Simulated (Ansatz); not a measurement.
## Abstraction of F: C2HF3Sn + CHF2 → C2HF2Sn + CHF3

Species: C2HF3Sn `C#[C][Sn]([F])([F])[F]`, singlet; CHF2 (difluoromethyl radical) `F[CH]F`, doublet; C2HF2Sn `C#[C][Sn]([F])[F]`, doublet; CHF3 (trifluoromethane) `FC(F)F`, singlet. A radical takes F: the energy is the difference in strength between the Sn–F bond broken and the C–F bond made.

Shapes, held fixed at every level: PBE0-D4/def2-TZVP. Programs: Ansatz 0.2.0. The zero-point and thermal change to 298 K, harmonic and unscaled (PBE0-D4/def2-TZVP), is +6.5 kJ/mol.

Task: Estimate ΔH(298 K) of this reaction.

Result: The highest level, CCSD(T)/def2-TZVPP, gives ΔH(298 K) = -53.0 kJ/mol; the levels span -62.7 to -34.7. The column of differences is taken from that level and isn't an error. No measured value is set beside it here. Open shells run unrestricted unless RO is named. For atoms past krypton def2 sets carry core potentials with scalar relativity. Correlated rows may include outer-core shells of Sn, which these sets cover unevenly.

| level | kind | ΔH(298 K) (kJ/mol) | less CCSD(T)/def2-TZVPP |
| --- | --- | --- | --- |
| HF/def2-SVP | Hartree–Fock | -62.7 | -9.7 |
| HF/def2-TZVPP | Hartree–Fock | -34.7 | +18.3 |
| B3LYP-D4/def2-TZVPP | global hybrid | -58.6 | -5.6 |
| BHLYP-D4/def2-TZVPP | global hybrid | -51.8 | +1.2 |
| wB97X-V/def2-TZVPP | range-separated hybrid | -50.9 | +2.1 |
| CCSD/def2-TZVPP | coupled cluster or CI | -52.0 | +1.0 |
| CCSD(T)/def2-TZVPP | coupled cluster or CI | -53.0 | 0.0 |
